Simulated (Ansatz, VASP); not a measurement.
CdS (Greenockite) in VASP and in Ansatz

```
Cd S
1.0
     3.91499    0.00000    0.00000
    -1.95750    3.39048    0.00000
     0.00000    0.00000    6.41405
Cd S
2 2
Cartesian
  0.0000 2.2603 0.0025
  1.9575 1.1302 3.2095
  0.0000 2.2603 2.4027
  1.9575 1.1302 5.6098
```

Alike in both runs: functional LDA; k mesh 6 × 6 × 4; no spin polarisation.

Ansatz relaxed the structure, and its values are those at the end. VASP's run is a single point on that final structure, the one shown.

```csv
,VASP,Ansatz
version,VASP 6.6.1,Ansatz 0.2.0
potentials or method,"VASP PAW LDA potentials, release 64 (Cd, S)","PAW with Ansatz's default frozen-core files, scalar-relativistic"
plane-wave cutoff (eV),520,420
occupations,"gaussian, width 0.01 eV",fixed
valence electrons in the cell,36,52
```

Ansatz gave:

* pressure (GPa): 10.0

**Question.** Estimate VASP's values.

**Answer.** Pressure (GPa): 10.9.

The two sets of potentials don't hold the same shells in valence.
